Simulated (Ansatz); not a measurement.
Runs of Ansatz 0.2.0 on Ag. It takes space group Fm-3m (No. 225, cubic). Conventional cell: a = 4.085 Å, b = 4.085 Å, c = 4.085 Å, α = 90.00°, β = 90.00°, γ = 90.00°. Ag (site symmetry m-3m) has 12 Ag at 2.89 Å as nearest neighbours. 

| task | level | spin | cell | k mesh | smearing | points for each segment of the path | gap on the mesh (eV) | pressure (GPa) |
| --- | --- | --- | --- | --- | --- | --- | --- | --- |
| single point | PBE | off | as given | 11 × 11 × 11 | gaussian 0.017 eV | - | none | 4.3 |
| relaxation of cell and atoms | LDA | off | relaxed | 11 × 11 × 11 | fermi-dirac 0.05 eV | - | - | 0.0 |
| single point | PBE | off | as given | 11 × 11 × 11 | gaussian 0.016 eV | - | none | 4.3 |
| band structure | revPBE | off | as given | 11 × 11 × 11 | fermi-dirac 0.05 eV | 14 | none | (a) |
| single point | RPBE | off | as given | 11 × 11 × 11 | gaussian 0.05 eV | - | none | 8.4 |
| single point | PBE | off | as given | 11 × 11 × 11 | gaussian 0.027 eV | - | none | 4.3 |
| single point | PBE | off | as given | 11 × 11 × 11 | gaussian 0.028 eV | - | none | 4.3 |

Alike in all rows: potentials or basis Ansatz PAW; cutoff (eV) 420.

Question: Estimate the missing entries.

Answer: (a) 7.4.

Caveats: the PAW data sets come from PBE, with cores solved anew for the run's functional, which leaves a small shift of forces and pressure (some runs); the plane-wave basis is chosen anew once the cell has moved, so the energies of steps on either side of that aren't comparable (some runs).

A k mesh can miss the band edges, and the runs leave out spin-orbit coupling on Ag.

A gap of «none» marks a metal or a gap under the smearing width.
